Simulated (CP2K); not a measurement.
La2O3:

```
CELL_PARAMETERS angstrom
6.37027 0.00000 0.00000
-3.18514 5.51682 0.00000
0.00000 0.00000 3.28989
ATOMIC_POSITIONS crystal
La 0.66667 0.33333 0.49810
La 0.33333 0.66667 0.50190
O 0.50461 0.00000 0.00000
O 0.00000 0.50461 0.00000
O 0.49539 0.49539 0.00000
```

The cell comes from a database or a generator and needn't be the stable form of this composition.

Base run:

```yaml
Program: CP2K 2026.2
Functional: PBEsol
Potentials_or_basis: GTH_POTENTIALS La GTH-PBE-q11; POTENTIAL_UZH O GTH-PBE-q6; DZVP-MOLOPT-SR-GTH, DZVP-MOLOPT-PBE-GTH basis
Density_cutoff: 11565 eV
k_mesh: 5 × 5 × 8
Occupations: fermi-dirac, width 0.05 eV
Spin: no spin polarisation
```

Its results: band gap on the k mesh 1.43 eV, indirect (least direct gap 1.81 eV); pressure -0.9 GPa; largest force 0.038 eV/Å.

Question: After a change of settings the same cell gave: band gap on the k mesh 1.43 eV, indirect (least direct gap 1.78 eV); pressure 1.0 GPa; largest force 0.050 eV/Å. Which change was it?
A. functional from PBEsol to LDA
B. functional from PBEsol to WC
C. functional from PBEsol to rev-vdW-DF2
D. functional from PBEsol to revPBE

Answer: C.

Caveats: the potentials were made for another functional, which shifts forces and pressure; spin-orbit coupling is left out, which moves the levels of the heavy elements; an odd mesh through Γ misses points on the zone boundary, where band edges often lie; the basis of atomic orbitals isn't converged, which shifts pressures, moduli and gaps.

Runs at the PBE level aren't shown here.
